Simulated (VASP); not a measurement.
# ZnS: relaxation of cell and atoms with PBE

Crystal: ZnS.

```
CELL_PARAMETERS angstrom
0.00000 2.70200 2.70200
2.70200 0.00000 2.70200
2.70200 2.70200 0.00000
ATOMIC_POSITIONS crystal
Zn 0.75000 0.75000 0.75000
S 0.00000 0.00000 0.00000
```

| Quantity | Value |
| --- | --- |
| Program | VASP 6.6.1 |
| Task | relaxation of cell and atoms |
| Functional | PBE |
| Potentials or basis | VASP PAW PBE potentials, release 64 (Zn, S_h) |
| Cutoff | 980 eV |
| k mesh | 9 × 9 × 9 |
| Occupations | fermi-dirac, width 0.05 eV |
| Spin | no spin polarisation |
| Further INCAR settings | ALGO = Normal; EDIFF = 1e-06; IBRION = 2; EDIFFG = -0.02; NSW = 60; ISIF = 3 |

- Relaxed volume: 20.23 Å³/atom
- Relaxed cell: a = 3.853 Å, b = 3.853 Å, c = 3.853 Å, α = 60.00°, β = 60.00°, γ = 60.00°
- Space group after relaxing (to 0.05 Å): F-43m (No. 216)
- Energy gained by relaxing: 2.8 meV/atom
- Ionic steps: 3
- Pressure after relaxing: -0.1 GPa
- Band gap on the k mesh: 2.00 eV, direct

Step by step:
| step | energy change (eV) | largest force (eV/Å) | pressure (GPa) | volume (Å³) |
| --- | --- | --- | --- | --- |
| 1 | 0.0000 | 0.0000 | 1.78 | 39.45 |
| 2 | -0.0052 | 0.0000 | -0.46 | 40.72 |
| 3 | -0.0056 | 0.0000 | -0.06 | 40.45 |

Final structure:
```xyz
2
Lattice="0.0000 2.7247 2.7247 2.7247 0.0000 2.7247 2.7247 2.7247 0.0000" Properties=species:S:1:pos:R:3 pbc="T T T"
Zn    4.0870    4.0870    4.0870
S     0.0000    0.0000    0.0000
```

Levels at points of the mesh, in eV from the valence-band top:
| k point | band 6 | band 7 | band 8 | band 9 | band 10 | band 11 | band 12 | band 13 |
| --- | --- | --- | --- | --- | --- | --- | --- | --- |
| (0.00, 0.00, 0.00) | -5.77 | 0.00 | 0.00 | 0.00 | 2.00 | 6.39 | 6.39 | 6.39 |

Run time: 97 s on 1 thread of Intel(R) Xeon(R) Platinum 8375C CPU @ 2.90GHz (Ice Lake), on a shared host, peak memory 0.26 GiB.

Expect the measured gap to be larger: semilocal functionals such as PBE lack the derivative discontinuity. Zero-point motion and thermal expansion aren't in these numbers.
